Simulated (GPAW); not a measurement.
Wanted: an ASE script for a GPAW 26.7.0 run.

```yaml
Task: relaxation of cell and atoms
Functional: PBEsol
Potentials_or_basis: PAW data sets generated in the run's folder for this functional
Cutoff: 600 eV
Basis: pw
k_mesh: 5 × 5 × 5
Occupations: fermi-dirac, width 0.05 eV
Spin: no spin polarisation
Maxiter: 150
Optimizer: BFGS
Fmax: 0.02 eV/Å
Max_steps: 60
Convergence: density=1e-05 forces=0.0001
```

CsPbCl3:

```
Pb Cs Cl
1.0
     5.60500    0.00000    0.00000
     0.00000    5.60500    0.00000
     0.00000    0.00000    5.60500
Pb Cs Cl
1 1 3
Direct
  0.50000 0.50000 0.50000
  0.00000 0.00000 0.00000
  0.50000 0.00000 0.50000
  0.00000 0.50000 0.50000
  0.50000 0.50000 0.00000
```

One way to write it, as run:

run.py

```python
from ase import Atoms
from ase.filters import FrechetCellFilter
from ase.io import write
from ase.optimize import BFGS
from gpaw import GPAW, PW, setup_paths

setup_paths.insert(0, '.')

atoms = Atoms(['Pb', 'Cs', 'Cl', 'Cl', 'Cl'],
              cell=[[5.605, 0.0, 0.0],
                    [0.0, 5.605, 0.0],
                    [0.0, 0.0, 5.605]],
              scaled_positions=[[0.5, 0.5, 0.5],
                                [0.0, 0.0, 0.0],
                                [0.5, 0.0, 0.5],
                                [0.0, 0.5, 0.5],
                                [0.5, 0.5, 0.0]],
              pbc=True)

calc = GPAW(mode=PW(600),
            xc='PBEsol',
            kpts={'size': (5, 5, 5), 'gamma': True},
            occupations={'name': 'fermi-dirac', 'width': 0.05},
            nbands=37,
            convergence={'density': 1e-05, 'forces': 0.0001},
            maxiter=150,
            txt='gpaw.txt')
atoms.calc = calc
opt = BFGS(FrechetCellFilter(atoms), trajectory='relax.traj', logfile='-')
done = opt.run(fmax=0.02, steps=60)
calc.write('gs.gpw')
write('result.traj', atoms)
print('Converged:', done)
print('Cell:', atoms.cell.cellpar().round(4))
print('Volume:', round(atoms.get_volume(), 4))
print(atoms.get_scaled_positions().round(5))
```

Potentials or basis: PAW data sets generated in the run's folder for this functional, pw.

Command:

```bash
$ gpaw-setup -f PBEsol Cl Cs Pb
$ OMP_NUM_THREADS=1 python run.py
```

It gave:

- Pressure after relaxing: 0.0 GPa
- Band gap on the k mesh: 2.81 eV, direct

Caveat: the relaxation stopped at its first step, so nothing moved; later steps reuse the first step's grids; spin-orbit coupling is left out, which as a rule narrows the gap of such compounds by several tenths of an eV; an odd mesh through Γ misses points on the zone boundary, where band edges often lie.

Wall time 42 s on 1 thread of Arm Neoverse V1, on a shared host, peak memory 0.23 GiB.
